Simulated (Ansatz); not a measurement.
In doubt: masses and optical values from hybrid runs of this build are listed as unsure, which bears on the screening that GW takes from such a start.

Rows from a G0W0 calculation on In5GaAs6 (zincblende [001] superlattice) (Ansatz 0.2.0; G0W0 on HSE06, plane waves, PAW; PAW set soft_1; 4×4×2 mesh, 798 empty bands, screening to 105 eV, PAW set soft_1 files), in eV. Spin-orbit coupling is left out.

```
row  k  band  start       Σx  Σc at the solution      Vxc
  A  Γ    c3  9.243   -7.894              -3.608  -11.403
  B  Γ    c2  9.163   -6.450              -3.607   -9.871
  C  Γ    c4  9.541   -6.439              -3.647   -9.902
  D  Γ    v3  7.090  -15.882               0.688  -15.095
  E  Γ    c1  7.614  -11.135              -3.154  -14.308
  F  Γ    v1  7.122  -16.463               1.108  -15.236
```

**Question.** Work out each quasiparticle level and how far it moved.

The quasiparticle equation reads E = start + Σx + Σc(E) − Vxc.

```
row  E (eV)  shift (eV)
  A   9.143      −0.100
  B   8.977      −0.186
  C   9.358      −0.184
  D   6.991      −0.099
  E   7.633      +0.019
  F   7.003      −0.119
```

Limits: not at the basis limit; mesh may overstate the screening; no spin-orbit coupling; coarse k mesh.

[Paths, hosts, dates, memory and timing lines, banners, echoed tables and standing remarks are left out of the program output.]

[Logs are printed without paths, hosts, clocks, repeated set-up lines and the standing remarks that a program may print on its own settings, such as how far it seeks lower states.]

[Runs of the session that timed out or met a known fault of the program may be left out.]

[Cells called generated may have been cut or substituted from an entry of the Crystallography Open Database or the Materials Project.]

[Hosts, paths, dates, database ids (printed as entryN), source tags and the programs' standing remarks are cut or masked in the printed files.]
